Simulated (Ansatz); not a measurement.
# What a change of settings does to a run on Pt

The geometry is COD entry 9012957, unchecked; take it as a test cell. It is an old determination, and later ones may differ.

First run: DFT, PBE, all-electron LAPW, scalar-relativistic (Ansatz 0.2.0).

Command: `ansatz run input.yaml --threads 1 --pin off --max-ram 2048MiB --backend cpu --events-out ev --progress --plain --runs-dir out` The run took 11 s on 1 thread of Intel(R) Xeon(R) 6975P-C (Granite Rapids) (shared host), peak memory 0.44 GiB.

```yaml
crystal:
  lattice:
    - [0.0, 1.9579, 1.9579]
    - [1.9579, 0.0, 1.9579]
    - [1.9579, 1.9579, 0.0]
  atoms:
    - { symbol: Pt, position: [0.0, 0.0, 0.0] }
kpoints:
  mp_grid: { grid: [18, 18, 18] }
scf:
  occupations: { method: fermi_dirac, width: 0.03 }
hamiltonian:
  xc: pbe
  pseudopotentials: { kind: all_electron, lapw: { basis_error: 0.00025 } }
output:
  forces: true
  stress: true
  eigenvalues: true
basis:
  ecutwfc: 120
```

Result: converged; pressure 12.45 GPa; no gap on the k mesh; 8 SCF iterations.

Spin–orbit coupling is left out, though it moves levels of the heavy atoms by tenths of an eV or more.

A second input differs as follows:

```diff
@@ -10,4 +10,5 @@
 scf:
   occupations: { method: fermi_dirac, width: 0.03 }
+  max_iter: 50
 hamiltonian:
   xc: pbe
@@ -19,3 +20,4 @@
 basis:
   ecutwfc: 120
+total_charge: 0.5
```

Question: What is wrong with it, and what does the program do?

Answer: The fault is a charge that the system can't hold (a charged periodic cell is solved on a neutralising background, which makes energy and pressure unphysical). The run converged; pressure 1.59 GPa; 7 SCF iterations. Such numbers aren't properties of the crystal. The log ends:
```
  atom   1  Pt    -0.00000000    -0.00000000     0.00000000
  max |Σ_I F_I| component: 3.12e-31 eV/Å
--- Stress (GPa, compression-positive) ---
        1.588543      -0.000000      -0.000000
       -0.000000       1.588543       0.000000
       -0.000000       0.000000       1.588543
  P = ⅓ Tr σ = 1.5885 GPa (15.885 kbar)
--- Band table (eV; the first three rows and the last of 195) ---
  k-point 0: bands = ["-275.1067", "-275.1067", "-275.1067", "-275.0637", "-275.0637", "-70.1879", "-38.8475", "-38.8132", "-38.8132", "-38.8132", "-38.7919", "-38.7919", "-38.7919", "-24.0801", "-24.0801", "-24.0801", "19.0845", "24.9985", "24.9985", "24.9985", "27.1032", "27.1032", "43.9926", "48.9979", "48.9979"]
  k-point 1: bands = ["-275.1067", "-275.1067", "-275.1067", "-275.0637", "-275.0637", "-70.1869", "-38.8474", "-38.8133", "-38.8133", "-38.8132", "-38.7919", "-38.7918", "-38.7918", "-24.0939", "-24.0821", "-24.0821", "19.2095", "24.9507", "25.0476", "25.0476", "27.0771", "27.0771", "44.1822", "48.3507", "49.1836"]
  k-point 2: bands = ["-275.1067", "-275.1067", "-275.1067", "-275.0637", "-275.0637", "-70.1840", "-38.8471", "-38.8136", "-38.8136", "-38.8132", "-38.7919", "-38.7916", "-38.7916", "-24.1348", "-24.0875", "-24.0875", "19.5722", "24.8225", "25.1827", "25.1827", "27.0227", "27.0227", "44.7014", "46.9643", "49.7292"]
  k-point 194: bands = ["-275.1067", "-275.1067", "-275.1067", "-275.0637", "-275.0637", "-70.1442", "-38.8447", "-38.8164", "-38.8161", "-38.8155", "-38.7906", "-38.7905", "-38.7903", "-24.4088", "-24.3632", "-24.2571", "23.2593", "23.9186", "24.8142", "26.9001", "29.1796", "36.3046", "36.7345", "38.1519", "41.2259"]
```
